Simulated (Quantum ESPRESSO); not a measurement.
# PbS (Galena): phonon spectrum and thermodynamics under several settings

```
Pb S
1.0
     0.00000    2.96575    2.96575
     2.96575    0.00000    2.96575
     2.96575    2.96575    0.00000
Pb S
1 1
Cartesian
  0.0000 0.0000 0.0000
  2.9657 2.9657 2.9657
```

All runs used Quantum ESPRESSO 7.5; k mesh 4 × 4 × 4, shifted; relaxed cell; no spin polarisation; cutoff 762 eV; occupations smeared at first, fixed for the response; q mesh 2 × 2 × 2.

```csv
level,potentials,volume (Å³/atom),highest frequency (cm⁻¹),zero-point energy (meV/atom),entropy at room temperature (k_B/atom)
LDA,PseudoDojo 0.4.1 SR LDA standard,?,?,?,?
PBE,PseudoDojo 0.4.1 SR PBE standard,27.06,229,20.1,5.49
```

Q: What stands in the row left open?

A: Volume 24.91 Å³/atom; highest frequency 241 cm⁻¹; zero-point energy 22.7 meV/atom; entropy at room temperature 5.12 k_B/atom.

For the row left open. Caveat: the q mesh is small, so phonon branches between its points and thermal values are rough.
